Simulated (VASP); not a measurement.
# GaN (F-43m) in VASP: band structure with PBE

Aim: the band structure of GaN with PBE.

Program: VASP 6.6.1. These are calculated values, not measurements. Logs are shortened: lines on timing, memory, paths and dates and some standing lists are left out, and cuts for length are marked.

### 1 The structure

Symmetry: F-43m, No. 216, cubic system. The conventional cell has a = 4.548 Å, b = 4.548 Å, c = 4.548 Å, α = 90.00°, β = 90.00°, γ = 90.00°. Around Ga (site symmetry -43m) lie 4 N at 1.97 Å. N (site symmetry -43m) is surrounded by 4 Ga at 1.97 Å.

The cell is a database's computed one.

### 2 Band structure, PBE

INCAR

```
PREC     = Accurate       # precision mode
ENCUT    = 520            # plane-wave cutoff, eV
EDIFF    = 1E-7           # SCF threshold, eV
ISMEAR   = 0              # smearing method
SIGMA    = 0.02           # smearing width, eV
LREAL    = False          # projectors in reciprocal space
LASPH    = True           # aspherical terms in the spheres
NELM     = 100            # most SCF steps
ALGO     = Normal         # electronic algorithm
ISIF     = 2              # what is computed and relaxed
LWAVE    = False          # write WAVECAR
LCHARG   = False          # write CHGCAR
GGA      = PE             # functional
NBANDS   = 16             # bands
```

KPOINTS

```
Automatic mesh
0
Gamma
  4 4 4
```

POSCAR

```
GaN                                     
1.0
    0.0000000000      2.2741259470      2.2741259470
    2.2741259470      0.0000000000      2.2741259470
    2.2741259470      2.2741259470      0.0000000000
  Ga              N             
     1     1
Direct
     0.0000000000000000    0.0000000000000000    0.0000000000000000
     0.7500000000000000    0.7500000000000000    0.7500000000000000
```

KPOINTS_OPT

```
path GXWKGLUWLK,UX
20
line-mode
reciprocal
 0.0000000000  0.0000000000  0.0000000000  G
 0.5000000000  0.0000000000  0.5000000000  X

 0.5000000000  0.0000000000  0.5000000000  X
 0.5000000000  0.2500000000  0.7500000000  W

 0.5000000000  0.2500000000  0.7500000000  W
 0.3750000000  0.3750000000  0.7500000000  K

 0.3750000000  0.3750000000  0.7500000000  K
 0.0000000000  0.0000000000  0.0000000000  G

 0.0000000000  0.0000000000  0.0000000000  G
 0.5000000000  0.5000000000  0.5000000000  L

 0.5000000000  0.5000000000  0.5000000000  L
 0.6250000000  0.2500000000  0.6250000000  U

 0.6250000000  0.2500000000  0.6250000000  U
 0.5000000000  0.2500000000  0.7500000000  W

 0.5000000000  0.2500000000  0.7500000000  W
 0.5000000000  0.5000000000  0.5000000000  L

 0.5000000000  0.5000000000  0.5000000000  L
 0.3750000000  0.3750000000  0.7500000000  K

 0.6250000000  0.2500000000  0.6250000000  U
 0.5000000000  0.0000000000  0.5000000000  X
```

Potentials or basis: VASP PAW PBE potentials, release 64 (Ga_d, N).

Launch:

```
cat potpaw_PBE.64/Ga_d/POTCAR potpaw_PBE.64/N/POTCAR > POTCAR
mpirun -np 1 vasp_std > vasp.out
```

OUTCAR:

```text
PREC = Accurate
   ENCUT = 520
   EDIFF = 1E-7
   ISMEAR = 0
   LREAL = False
   LASPH = True
   NELM = 100
   ISIF = 2
   GGA = PE

 ion  position               nearest neighbor table
   1  0.000  0.000  0.000-   2 1.97   2 1.97   2 1.97   2 1.97
   2  0.750  0.750  0.750-   1 1.97   1 1.97   1 1.97   1 1.97

  LATTYP: Found a face centered cubic cell.
 ALAT       =     4.5482518940

  Lattice vectors:

 A1 = (   0.0000000000,   2.2741259470,   2.2741259470)
 A2 = (   2.2741259470,   0.0000000000,   2.2741259470)
 A3 = (   2.2741259470,   2.2741259470,   0.0000000000)

Analysis of symmetry for initial positions (statically):
=====================================================================
 Subroutine PRICEL returns:
 Original cell was already a primitive cell.

 Routine SETGRP: Setting up the symmetry group for a
 face centered cubic supercell.

 Subroutine GETGRP returns: Found 24 space group operations
 (whereof 24 operations were pure point group operations)
 out of a pool of 48 trial point group operations.

The static configuration has the point symmetry T_d .

Analysis of symmetry for dynamics (positions and initial velocities):
=====================================================================
 Subroutine PRICEL returns:
 Original cell was already a primitive cell.

 Routine SETGRP: Setting up the symmetry group for a
 face centered cubic supercell.

 Subroutine GETGRP returns: Found 24 space group operations
 (whereof 24 operations were pure point group operations)
 out of a pool of 48 trial point group operations.

The dynamic configuration has the point symmetry T_d .

 Subroutine INISYM returns: Found 24 space group operations
 (whereof 24 operations are pure point group operations),
 and found     1 'primitive' translations

----------------------------------------------------------------------------------------

                                     Primitive cell

  volume of cell :      23.5220

  direct lattice vectors                    reciprocal lattice vectors
     0.000000000  2.274125947  2.274125947    -0.219864692  0.219864692  0.219864692
     2.274125947  0.000000000  2.274125947     0.219864692 -0.219864692  0.219864692
     2.274125947  2.274125947  0.000000000     0.219864692  0.219864692 -0.219864692

  length of vectors
     3.216099757  3.216099757  3.216099757     0.380816817  0.380816817  0.380816817

  position of ions in fractional coordinates (direct lattice)
     0.000000000  0.000000000  0.000000000
     0.750000000  0.750000000  0.750000000

  ion indices of the primitive-cell ions
   primitive index   ion index
                 1           1
                 2           2

----------------------------------------------------------------------------------------

 KPOINTS: Automatic mesh

Automatic generation of k-mesh.
 Grid dimensions read from file:
 generate k-points for:    4    4    4

 Generating k-lattice:

  Cartesian coordinates                     Fractional coordinates (reciprocal lattice)
    -0.054966173  0.054966173  0.054966173     0.250000000  0.000000000  0.000000000
     0.054966173 -0.054966173  0.054966173     0.000000000  0.250000000  0.000000000
     0.054966173  0.054966173 -0.054966173     0.000000000  0.000000000  0.250000000

  Length of vectors
     0.095204204  0.095204204  0.095204204

  Shift w.r.t. Gamma in fractional coordinates (k-lattice)
     0.000000000  0.000000000  0.000000000

 Subroutine IBZKPT returns following result:
 ===========================================

 Found      8 irreducible k-points:

 Following reciprocal coordinates:
            Coordinates               Weight
  0.000000  0.000000  0.000000      1.000000
  0.250000  0.000000  0.000000      8.000000
  0.500000  0.000000  0.000000      4.000000
  0.250000  0.250000  0.000000      6.000000
  0.500000  0.250000  0.000000     24.000000
 -0.250000  0.250000  0.000000     12.000000
  0.500000  0.500000  0.000000      3.000000
 -0.250000  0.500000  0.250000      6.000000
   k-points           NKPTS =      8   k-points in BZ     NKDIM =      8   number of bands    NBANDS=     16
   number of dos      NEDOS =    301   number of ions     NIONS =      2
   total plane-waves  NPLWV =  13824
   dimension x,y,z NGX =    24 NGY =   24 NGZ =   24
   dimension x,y,z NGXF=    48 NGYF=   48 NGZF=   48
   ions per type =               1   1
   NGX,Y,Z   is equivalent  to a cutoff of  12.41, 12.41, 12.41 a.u.
   NGXF,Y,Z  is equivalent  to a cutoff of  24.81, 24.81, 24.81 a.u.
 SYSTEM =  unknown system
   PREC   = accura    normal or accurate (medium, high low for compatibility)
   ISTART =      0    job   : 0-new  1-cont  2-samecut
   ICHARG =      2    charge: 1-file 2-atom 10-const
   ISPIN  =      1    spin polarized calculation?
   LNONCOLLINEAR =      F non collinear calculations
   LSORBIT =      F    spin-orbit coupling
   LASPH  =      T    aspherical Exc in radial PAW
   ENCUT  =  520.0 eV  38.22 Ry    6.18 a.u.   5.98  5.98  5.98*2*pi/ulx,y,z
   NELM   =    100;   NELMIN=  2; NELMDL= -5     # of ELM steps
   EDIFF  = 0.1E-06   stopping-criterion for ELM
   LREAL  =      F    real-space projection
   EDIFFG = 0.1E-05   stopping-criterion for IOM
   NSW    =      0    number of steps for IOM
   IBRION =     -1    ionic relax: 0-MD 1-quasi-New 2-CG
   NFREE  =      0    steps in history (QN), initial steepest desc. (CG)
   ISIF   =      2    stress and relaxation
   ISYM   =      2    0-nonsym 1-usesym 2-fastsym
   POTIM  = 0.5000    time-step for ionic-motion
   TEBEG  =    0.0;   TEEND  =   0.0 temperature during run
   PSTRESS=    0.0 pullay stress
   NELECT =      18.0000    total number of electrons
   NUPDOWN=      -1.0000    fix difference up-down
   EMIN   =  10.00;   EMAX   =-10.00  energy-range for DOS
   EFERMI =   0.00;   METHOD = LEGACY
   ISMEAR =     0;   SIGMA  =   0.02  broadening in eV -4-tet -1-fermi 0-gaus
   EFERMI_NEDOS =   21; number of points for ismear=-14 and -15
   IALGO  =     38    algorithm
   IMIX   =      4    mixing-type and parameters
     AMIX     =   0.40;   BMIX     =  1.00
     AMIX_MAG =   1.60;   BMIX_MAG =  1.00
  volume/ion in A,a.u.               =      11.76        79.37
  Fermi-wavevector in a.u.,A,eV,Ry     =   1.497411  2.829697 30.507542  2.242241
  Thomas-Fermi vector in A             =   2.609303
   LORBIT       =      0    0 simple, 1 ext, 2 COOP (PROOUT), +10 PAW based schemes
   GGA     = PE    functional components
   LHFCALC =     F    Hartree Fock is set to
   AEXX    =    0.0000 exact exchange contribution
   IVDW    =     0    specifies the selected vdW correction
   LEPSILON=     F    determine dielectric tensor
   LRPA    =     F    only Hartree local field effects (RPA)
 non-spin polarized calculation
 Gauss-broadening in eV      SIGMA  =   0.02
  energy-cutoff  :      520.00
  volume of cell :       23.52
 maximum number of plane-waves:       648
   NGX = 11   NGY = 11   NGZ = 11

 number of electron      17.9999986 magnetization

 Free energy of the ion-electron system (eV)
  ---------------------------------------------------
  ext. energy  EPLUGINS =         0.00000000
  ---------------------------------------------------
  free energy    TOTEN  =       -12.08973287 eV

  energy without entropy =      -12.08973287  energy(sigma->0) =      -12.08973287

 E-fermi :   5.1221     XC(G=0): -11.5103

 val. band max:        5.0369200641   @ k =   0.0000   0.0000   0.0000
 cond. band min:       6.5644600028   @ k =   0.0000   0.0000   0.0000
 fundamental gap:      1.5275399388
 Fermi energy:         5.1220829785

 k-point     1 :       0.0000    0.0000    0.0000
  band No.  band energies     occupation
      1     -10.6799      2.00000
      2      -8.4346      2.00000
      3      -8.4346      2.00000
      4      -8.4346      2.00000
      5      -8.1435      2.00000
      6      -8.1435      2.00000
[... 8 lines left out ...]
     15      23.6437      0.00000
     16      23.6437      0.00000

 k-point     2 :       0.2500    0.0000    0.0000
  band No.  band energies     occupation
      1     -10.1805      2.00000
      2      -8.3787      2.00000
      3      -8.3787      2.00000
      4      -8.1388      2.00000
      5      -8.1388      2.00000
      6      -8.0536      2.00000
[... 8 lines left out ...]
     15      21.6785      0.00000
     16      21.6785      0.00000

 k-point     3 :       0.5000    0.0000    0.0000
  band No.  band energies     occupation
      1      -9.8721      2.00000
      2      -8.3545      2.00000
      3      -8.3545      2.00000
      4      -8.0996      2.00000
      5      -8.0996      2.00000
      6      -6.8767      2.00000
[... 8 lines left out ...]
     15      24.3413      0.00000
     16      24.3413      0.00000

 k-point     4 :       0.2500    0.2500    0.0000
  band No.  band energies     occupation
      1     -10.0415      2.00000
      2      -8.3039      2.00000
      3      -8.3039      2.00000
      4      -8.2741      2.00000
      5      -8.1080      2.00000
      6      -7.9191      2.00000
[... 8 lines left out ...]
     15      26.1307      0.00000
     16      26.8123      0.00000

 k-point     5 :       0.5000    0.2500    0.0000
  band No.  band energies     occupation
      1      -9.7815      2.00000
      2      -8.3268      2.00000
      3      -8.2514      2.00000
      4      -8.2035      2.00000
      5      -8.0935      2.00000
      6      -6.7071      2.00000
[... 8 lines left out ...]
     15      25.8690      0.00000
     16      26.2983      0.00000

 k-point     6 :      -0.2500    0.2500    0.0000
  band No.  band energies     occupation
      1      -9.8501      2.00000
      2      -8.3440      2.00000
      3      -8.2982      2.00000
      4      -8.1562      2.00000
      5      -8.1498      2.00000
      6      -7.1101      2.00000
[... 8 lines left out ...]
     15      22.0441      0.00000
     16      26.1688      0.00000

 k-point     7 :       0.5000    0.5000    0.0000
  band No.  band energies     occupation
      1      -9.7281      2.00000
      2      -8.3531      2.00000
      3      -8.1565      2.00000
      4      -8.1565      2.00000
      5      -8.0724      2.00000
      6      -6.4416      2.00000
[... 8 lines left out ...]
     15      26.2938      0.00000
     16      29.3673      0.00000

 k-point     8 :      -0.2500    0.5000    0.2500
  band No.  band energies     occupation
      1      -9.7240      2.00000
      2      -8.2960      2.00000
      3      -8.2767      2.00000
      4      -8.1350      2.00000
      5      -8.1323      2.00000
      6      -6.1815      2.00000
[... 8 lines left out ...]
     15      24.1144      0.00000
     16      28.1654      0.00000

------------------------ aborting loop because EDIFF is reached ----------------------------------------

  FORCE on cell =-STRESS in cart. coord.  units (eV):
  Direction    XX          YY          ZZ          XY          YZ          ZX
  --------------------------------------------------------------------------------------
  -------------------------------------------------------------------------------------
  Total        0.0014663      0.0014663      0.0014663      0.0000000      0.0000000      0.0000000
  in kB        0.0998764      0.0998764      0.0998764      0.0000000      0.0000000      0.0000000
  external PRESSURE =       0.0998764 kB  Pullay stress =       0.0000000 kB

 VOLUME and BASIS-vectors are now :
 -----------------------------------------------------------------------------
  energy-cutoff  :      520.00
  volume of cell :       23.52
      direct lattice vectors                 reciprocal lattice vectors
     0.000000000  2.274125947  2.274125947    -0.219864692  0.219864692  0.219864692
     2.274125947  0.000000000  2.274125947     0.219864692 -0.219864692  0.219864692
     2.274125947  2.274125947  0.000000000     0.219864692  0.219864692 -0.219864692

 POSITION                                       TOTAL-FORCE (eV/Angst)
 -----------------------------------------------------------------------------------
      0.00000      0.00000      0.00000         0.000000      0.000000      0.000000
      3.41119      3.41119      3.41119        -0.000000     -0.000000     -0.000000
 -----------------------------------------------------------------------------------
    total drift:                               -0.000002     -0.000002     -0.000001

  FREE ENERGIE OF THE ION-ELECTRON SYSTEM (eV)
  ---------------------------------------------------
  free  energy   TOTEN  =       -12.0897328736 eV

  energy  without entropy=      -12.0897328736  energy(sigma->0) =      -12.08973287
```

It took 14 s on 1 thread of Intel Xeon 6975P-C (Granite Rapids), shared host; peak memory 0.13 GiB.

What came out:

| Quantity | Value |
| --- | --- |
| Free energy | -12.0897 eV |
| Pressure | 0.0 GPa |
| Band gap on the k mesh | 1.53 eV, direct |
| Band gap along the path | 1.53 eV, direct |

Levels at the corners of the path, in eV from the valence-band top:
```csv
point,band 7,band 8,band 9,band 10,band 11,band 12
Γ,0.00,0.00,0.00,1.53,10.09,10.09
X,-6.04,-2.62,-2.62,3.31,6.46,11.51
X,-6.04,-2.62,-2.62,3.31,6.46,11.51
W,-5.62,-3.59,-3.52,6.14,8.09,10.02
W,-5.62,-3.59,-3.52,6.14,8.09,10.02
K,-5.78,-4.13,-2.11,4.91,7.62,10.88
K,-5.78,-4.13,-2.11,4.91,7.62,10.88
Γ,0.00,0.00,0.00,1.53,10.09,10.09
Γ,0.00,0.00,0.00,1.53,10.09,10.09
L,-6.89,-0.94,-0.94,4.42,8.58,10.18
L,-6.89,-0.94,-0.94,4.42,8.58,10.18
U,-5.78,-4.13,-2.11,4.91,7.62,10.88
U,-5.78,-4.13,-2.11,4.91,7.62,10.88
W,-5.62,-3.59,-3.52,6.14,8.09,10.02
W,-5.62,-3.59,-3.52,6.14,8.09,10.02
L,-6.89,-0.94,-0.94,4.42,8.58,10.18
L,-6.89,-0.94,-0.94,4.42,8.58,10.18
K,-5.78,-4.13,-2.11,4.91,7.62,10.88
U,-5.78,-4.13,-2.11,4.91,7.62,10.88
X,-6.04,-2.62,-2.62,3.31,6.46,11.51
```

Caveat: the k mesh is coarse (spacing up to 0.60 Å⁻¹), so the values aren't converged. PBE gaps usually lie below the measured ones, often by a third to a half.
